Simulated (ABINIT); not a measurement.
**BaS (Fm-3m): G0W0 in ABINIT against the bands in the self-energy**

Aim: move the bands in the self-energy of a G0W0 run on BaS (Fm-3m) over a wide range.

Method: LDA and many-body steps on it, plane waves, in ABINIT 10.8.3.

Most raw output is cut from this account.

**1. Starting point**

Symmetry: Fm-3m, No. 225, cubic system. The conventional cell has a = 6.388 Å, b = 6.388 Å, c = 6.388 Å, α = 90.00°, β = 90.00°, γ = 90.00°. Nearest to Ba lie 6 S at 3.19 Å. Nearest to S lie 6 Ba at 3.19 Å. Farther neighbours and most contacts between anions are not listed.

The cell and positions come from the Crystallography Open Database and are kept as given unless a step says otherwise. Spin-orbit coupling is left out unless a step names it.

**2. Screening, 4×4×4 mesh, 113 bands, screening to 176.9 eV**

This step: ABINIT 10.8.3; RPA screening on LDA, plane waves, norm-conserving pseudopotentials.

The RPA dielectric matrix is built and inverted for each q.

run.abi reads:

```
acell 3*1.0 Angstrom
rprim 
  0.000000000000 3.193750000000 3.193750000000
  3.193750000000 0.000000000000 3.193750000000
  3.193750000000 3.193750000000 0.000000000000
ntypat 2
znucl 56 16
natom 2
typat 1 2
xred 
  0.000000000000 0.000000000000 0.000000000000
  0.500000000000 0.500000000000 0.500000000000
pp_dirpath "pseudos"
pseudos "Ba.upf, S.upf"
ecut 21
ngkpt 4 4 4
nshiftk 1
shiftk 0 0 0
kptopt 1
chksymbreak 0
istwfk *1
occopt 1
irdwfk 1
optdriver 3
nband 113
ecuteps 6.5
inclvkb 2
awtr 1
symchi 1
indata_prefix "in"
outdata_prefix "out"
tmpdata_prefix "tmp"
```

On the command line:

```console
OMP_NUM_THREADS=1 mpirun -n 4 abinit run.abi > log
```

Elapsed: 20 s, on 4 MPI ranks of Arm Neoverse V2, shared host; peak memory 0.69 GiB; 79 s of CPU time.

This step gave:

```yaml
eps_infinity_with_local_fields_on_this_mesh_along_the_program_s_q_direction: 5.133
the_same_without_local_fields: 6.024
plasma_frequency: 18.40 eV
plane_waves_in_the_screening_matrix: 331
```

Local fields lower ε∞ by 15 %.

**3. 16 bands**

This step: G0W0 on LDA, plane waves, norm-conserving pseudopotentials.

run.abi, as its differences from that of step 2:

```diff
@@ -23,8 +23,17 @@
 irdwfk 1
-optdriver 3
-nband 113
+optdriver 4
+nband 16
+gwcalctyp 0
+ecutsigx 21
+symsigma 1
+nkptgw 2
+kptgw 
+  0.0000000000 0.0000000000 0.0000000000
+  0.5000000000 0.5000000000 0.0000000000
+bdgw 
+  6 12
+  7 10
 ecuteps 6.5
-inclvkb 2
-awtr 1
-symchi 1
+irdscr 1
+ppmodel 1
 indata_prefix "in"
```

The job ended after 3.9 s (4 MPI ranks; peak memory 0.65 GiB; 15 s of CPU time).

This step gave:

- G0W0 gap on the points computed: 3.031 eV
- starting gap on the mesh: 1.948 eV
- k of the valence top: 0, 0, 0
- k of the conduction bottom: 0.5, 0.5, 0
- Z at the valence top: 0.792
- Z at the conduction bottom: 0.839
- least direct G0W0 gap on the computed points: 3.199 eV

**4. 17 bands**

run.abi, as its differences from that of step 3:

```diff
@@ -24,3 +24,3 @@
 optdriver 4
-nband 16
+nband 17
 gwcalctyp 0
```

It took 4.3 s on 4 MPI ranks; peak memory 0.65 GiB.

Numbers from this step:

- G0W0 gap on the points computed: 3.055 eV
- starting gap on the mesh: 1.948 eV
- k of the valence top: 0, 0, 0
- k of the conduction bottom: 0.5, 0.5, 0
- Z at the valence top: 0.79
- Z at the conduction bottom: 0.837
- least direct G0W0 gap on the computed points: 3.233 eV

**5. 34 bands**

The self-energy is evaluated for the states that the input lists, and the levels follow from it, in one-shot runs by the linearised quasiparticle equation.

run.abi, as its differences from that of step 4:

```diff
@@ -24,3 +24,3 @@
 optdriver 4
-nband 17
+nband 34
 gwcalctyp 0
```

Elapsed: 6.2 s, on 4 MPI ranks; peak memory 0.65 GiB; 24 s of CPU time.

This step gave:

| Quantity | Value |
| --- | --- |
| G0W0 gap on the points computed | 3.349 eV |
| starting gap on the mesh | 1.948 eV |
| k of the valence top | 0, 0, 0 |
| k of the conduction bottom | 0.5, 0.5, 0 |
| least direct G0W0 gap on the computed points | 3.497 eV |

The gap on the mesh goes from 1.95 eV to 3.35 eV, a correction of +1.40 eV.

**6. 69 bands**

run.abi, as its differences from that of step 5:

```diff
@@ -24,3 +24,3 @@
 optdriver 4
-nband 34
+nband 69
 gwcalctyp 0
```

The job ended after 10 s (4 MPI ranks; peak memory 0.73 GiB).

This step gave:

```
G0W0 gap on the points computed              : 3.471 eV
starting gap on the mesh                     : 1.948 eV
k of the valence top                         : 0, 0, 0
k of the conduction bottom                   : 0.5, 0.5, 0
least direct G0W0 gap on the computed points : 3.615 eV
```

Against the run before, the gap moves by +0.122 eV.

**7. 113 bands**

run.abi, as its differences from that of step 6:

```diff
@@ -24,3 +24,3 @@
 optdriver 4
-nband 69
+nband 113
 gwcalctyp 0
```

Wall time 15 s (4 MPI ranks); peak memory 0.85 GiB.

This step gave:

```yaml
g0w0_gap_on_the_points_computed: 3.534 eV
starting_gap_on_the_mesh: 1.948 eV
k_of_the_valence_top: 0, 0, 0
k_of_the_conduction_bottom: 0.5, 0.5, 0
least_direct_g0w0_gap_on_the_computed_points: 3.676 eV
```

Against the run before, the gap moves by +0.063 eV.

**8. The runs together**

Times are wall times on 4 MPI ranks of Arm Neoverse V2, shared host, good to a factor of about two. A run's time includes the screening step that it read.

```csv
run,mesh,bands,screening cutoff (eV),DFT gap (eV),gap on the mesh (eV),direct (eV),ε∞ used,time
16 bands,4×4×4,16,176.9,1.948,3.031,3.199,5.13,24 s
17 bands,4×4×4,17,176.9,1.948,3.055,3.233,5.13,24 s
34 bands,4×4×4,34,176.9,1.948,3.349,3.497,5.13,26 s
69 bands,4×4×4,69,176.9,1.948,3.471,3.615,5.13,30 s
113 bands,4×4×4,113,176.9,1.948,3.534,3.676,5.13,35 s
```

**9. What came out**

| Property | Result |
| --- | --- |
| 16 bands | 3.031 eV |
| 17 bands | 3.055 eV |
| 34 bands | 3.349 eV |
| 69 bands | 3.471 eV |
| 113 bands | 3.534 eV |
| known limits | not at the basis limit; no spin-orbit coupling |

The setting moved: bands in the self-energy. From 16 bands to 113 bands the gap moves by +0.50 eV. The last step still moves it by +0.063 eV. Bands and screening cutoff are coupled, so a series along one setting does not show full convergence. Bands and cutoff are finite, so the gap is not at the basis limit. The miss can reach some tenths of an eV and take either sign; the mesh is an error of its own. In the G0W0 runs levels were corrected at 2 k points alone, so a gap called «on the mesh» is the least over those, and an edge elsewhere would be missed. The many-body steps are scalar-relativistic: spin-orbit coupling is not in them.

[Paths, hosts, dates, memory and timing lines, banners, echoed tables and standing remarks are left out of the program output.]

[Logs are printed without paths, hosts, clocks, repeated set-up lines and the standing remarks that a program may print on its own settings, such as how far it seeks lower states.]

[Runs of the session that timed out or met a known fault of the program may be left out.]

[Hosts, paths, dates, database ids (printed as entryN), source tags and the programs' standing remarks are cut or masked in the printed files.]

[G0W0 gaps are taken among the corrected bands and points alone; a level outside them can change the order at an edge.]

[Where Ansatz stands beside ABINIT at settings called matched, ABINIT's density can come from a denser mesh and the files from another edition; pairs whose starting gaps differed by over 0.03 eV were left out, so agreement reads better than it is.]
